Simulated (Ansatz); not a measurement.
Structure types of Tl at zero pressure

Structure types of Tl are relaxed in primitive cells with their symmetry kept at 0 GPa, first on PAW files, then by LAPW. The enthalpy is E + pV at zero temperature, without zero-point motion. Only the types listed were tried, and differences under about 5 meV/atom are mesh noise. Not among the end structures: fcc, which may lie lower.

All numbers are PBE results (scalar-relativistic) from Ansatz 0.2.0, with Fermi–Dirac smearing of 0.05 eV, no spin polarisation. Methods: LAPW: all electrons, basis error target 0.5 meV/atom; PAW: frozen-core files, cutoff 420 eV.

k meshes: bcc 15×15×15, hcp 13×13×7, sc 13×13×13, diamond 11×11×11.

Spin–orbit coupling is left out, which matters for the heavy atoms.

Q: Order the types by LAPW enthalpy, lowest first.
A. hcp
B. sc
C. bcc
D. diamond

A: A (0 meV/atom), C (10 meV/atom), B (143 meV/atom), D (382 meV/atom).

```tsv
start type	ends as	a, b, c (Å)	V (Å³/atom)	H − H(lowest), LAPW (meV/atom)	same, PAW
bcc	bcc, Im-3m	3.979, 3.979, 3.979	31.49	10.2	10.1
hcp	hcp, P6_3/mmc	3.618, 3.618, 5.554	31.48	0.0	0.0
sc	sc, Pm-3m	3.251, 3.251, 3.251	34.37	143.0	142.9
diamond	diamond, Fd-3m	7.118, 7.118, 7.118	45.09	381.7	381.5
```
